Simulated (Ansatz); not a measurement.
Crystal: Si.

```
Si
1.0
     0.00000    2.72185    2.72185
     2.72185    0.00000    2.72185
     2.72185    2.72185    0.00000
Si
2
Direct
  0.50000 0.50000 0.50000
  0.75000 0.75000 0.75000
```

Base run:

| Property | Result |
| --- | --- |
| Program | Ansatz 0.2.0 |
| Functional | PBE |
| Potentials or basis | all-electron LAPW, scalar-relativistic |
| Cutoff | 195 eV (chosen from the basis error) |
| Basis error allowed | 0.002 eV/atom |
| k mesh | 5 × 5 × 5 |
| Occupations | fermi-dirac, width 0.03 eV |
| Spin | no spin polarisation |

Its results: band gap on the k mesh 0.59 eV, indirect (least direct gap 2.55 eV); pressure 1.5 GPa.

Q: The run is repeated on the same cell with these changes: k mesh from 5 × 5 × 5 to 3 × 3 × 3; occupations from fermi-dirac, width 0.03 eV to fermi-dirac, width 0.02 eV. What comes out?

A: Band gap on the k mesh 0.70 eV, indirect (least direct gap 2.51 eV); pressure 3.3 GPa.

Caveats: some runs use coarse meshes; an odd mesh through Γ misses points on the zone boundary, where band edges often lie.
